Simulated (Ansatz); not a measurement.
**Question.** ZrO2 in space group P4_2/nmc (No. 137; Zr on 2a, O on 4d) is relaxed with plane-wave PAW r²SCAN (Ansatz code). What lattice parameters of the conventional cell result?

**Answer.** a = 3.601 Å, c = 5.228 Å.

**Question.** Give the free coordinates with the occupied sites.

**Answer.** In one choice of origin and axes:

```csv
atom,site,symmetry,x,y,z
Zr,2a,-4m2,0.0000,0.0000,0.0000
O,4d,2mm.,0.0000,0.5000,0.1968
```

**Question.** Is it a metal or does it have a gap at this level?

**Answer.** A gap of 4.60 eV, indirect.

This is a known high-temperature phase of the composition, computed here at zero pressure and temperature. The r²SCAN relaxation kept the symmetry of its start; its stability against distortions is not shown here. No spin polarisation was allowed. Scalar-relativistic: spin–orbit coupling is off unless named, which matters more the heavier the elements.

Potentials: the later of the program's two PAW sets.
